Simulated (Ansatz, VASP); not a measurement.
**Ta4N3 in VASP and in Ansatz**

The input INCAR:

```
SYSTEM = Ta4N3
ALGO = Normal
EDIFF = 1E-7
ENCUT = 520
GGA = PS
ISIF = 2
ISMEAR = 0
LASPH = .TRUE.
LCHARG = .FALSE.
LREAL = .FALSE.
LWAVE = .FALSE.
NBANDS = 38
NELM = 100
PREC = Accurate
SIGMA = 0.1
```

Contents of KPOINTS:

```
k-points
0
G
  6 6 6
  0 0 0
```

The input POSCAR:

```
Ta4N3
1.0
   -2.2031960000      2.2031960000      4.3106130000
    2.2031960000     -2.2031960000      4.3106130000
    2.2031960000      2.2031960000     -4.3106130000
Ta N
4 3
Direct
    0.0000000000      0.5000000000      0.5000000000
    0.2638200000      0.2638200000      0.0000000000
    0.5000000000      0.0000000000      0.5000000000
    0.7361800000      0.7361800000      0.0000000000
    0.7500000000      0.2500000000      0.5000000000
    0.0000000000      0.0000000000      0.0000000000
    0.2500000000      0.7500000000      0.5000000000
```

Input for Ansatz:

```yaml
crystal:
  lattice:
    - [-2.203196, 2.203196, 4.310613]
    - [2.203196, -2.203196, 4.310613]
    - [2.203196, 2.203196, -4.310613]
  atoms:
    - { symbol: Ta, position: [0.0, 0.5, 0.5] }
    - { symbol: Ta, position: [0.26382, 0.26382, 0.0] }
    - { symbol: Ta, position: [0.5, 0.0, 0.5] }
    - { symbol: Ta, position: [0.73618, 0.73618, 0.0] }
    - { symbol: "N", position: [0.75, 0.25, 0.5] }
    - { symbol: "N", position: [0.0, 0.0, 0.0] }
    - { symbol: "N", position: [0.25, 0.75, 0.5] }
basis:
  ecutwfc: 420
kpoints:
  mp_grid: { grid: [6, 6, 6] }
hamiltonian:
  xc: pbesol
scf:
  occupations: { method: gaussian, width: 0.1 }
output:
  forces: true
  stress: true
  eigenvalues: true
```

The cell comes from a database or a generator and needn't be the stable form of this composition.

Alike in both runs: task single point; functional PBEsol; k mesh 6 × 6 × 6; occupations gaussian, width 0.1 eV; no spin polarisation.

```csv
,VASP,Ansatz
version,VASP 6.6.1,Ansatz 0.2.0
potentials or method,"VASP PAW PBE potentials, release 64 (Ta_pv, N)","scalar-relativistic, plane waves, PAW"
plane-wave cutoff (eV),520,420
valence electrons in the cell,59,67
```

|  | VASP | Ansatz | Ansatz less VASP |
| --- | --- | --- | --- |
| gap on the k mesh at the Fermi level (eV) | none | none | - |
| pressure (GPa) | -9.2 | -9.8 | -0.61 |
| largest component of the traceless stress (GPa) | 0.52 | 0.49 | -0.034 |
| rms of the force components (eV/Å) | 0.059 | 0.068 | +0.0091 |

Atom by atom the forces differ by 0.009 eV/Å (rms over components). A gap of «none» marks a metal or a gap that the smearing closes. With one functional, cell and mesh, what is left measures potentials, basis and numerics. The two sets of potentials don't hold the same shells in valence.

Caveats: the PAW data sets were made with another functional, which shifts forces and pressure a little (VASP). The runs have no spin-orbit coupling, so splittings on Ta are missing.
